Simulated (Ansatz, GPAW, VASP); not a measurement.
**One calculation of Si, 3 ways**

```
Si
1.0
     0.00000    2.72185    2.72185
     2.72185    0.00000    2.72185
     2.72185    2.72185    0.00000
Si
2
Cartesian
  2.7219 2.7219 2.7219
  4.0828 4.0828 4.0828
```

Alike in all runs: task single point; functional PBE; k mesh 8 × 8 × 8; occupations gaussian, width 0.028 eV; no spin polarisation; no spin-orbit coupling. Pressure is positive in compression and, in plane waves, holds the error of the finite cutoff.

| program and potentials | plane-wave cutoff (eV) | notes | band gap (eV) | pressure (GPa) |
| --- | --- | --- | --- | --- |
| Ansatz, all-electron LAPW, scalar-relativistic | - | - | ? | ? |
| GPAW, GPAW PAW data sets (gpaw-data 1.2.1) | 600 | - | 0.62 | 1.61 |
| VASP, PBE PAW files Si, 520 eV | 520 | - | 0.63 | 1.26 |

Question: Estimate from the other rows what the run with Ansatz, all-electron LAPW, scalar-relativistic gave.

Answer: Band gap 0.63 eV; pressure 1.31 GPa. The other rows, which needn't bracket it: band gap 0.62 to 0.63; pressure 1.26 to 1.61.
